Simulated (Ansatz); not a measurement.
HfB2:

```
Hf B
1.0
     3.14000    0.00000    0.00000
    -1.57000    2.71932    0.00000
     0.00000    0.00000    3.48000
Hf B
1 2
Direct
  0.00000 0.00000 0.00000
  0.66667 0.33333 0.50000
  0.33333 0.66667 0.50000
```

Base run:

```yaml
Program: Ansatz 0.2.0
Functional: PBEsol
Potentials_or_basis: Ansatz PAW
Cutoff: "420 eV (not typed: the program's choice for these potentials)"
k_mesh: 10 × 10 × 8
Occupations: fermi-dirac, width 0.05 eV
Spin: no spin polarisation
```

Its results: band gap on the k mesh none (metal or under the smearing width); pressure -4.3 GPa.

Q: The run is repeated on the same cell with these changes: functional from PBEsol to LDA. What comes out?

A: Band gap on the k mesh none (metal or under the smearing width); pressure -10.1 GPa.

LDA binds more tightly than PBEsol, so the same cell stands under less pressure.

Caveats: spin-orbit coupling is left out, which moves the levels of the heavy elements; the PAW data sets come from PBE, with cores solved anew for the run's functional, which leaves a small shift of forces and pressure.
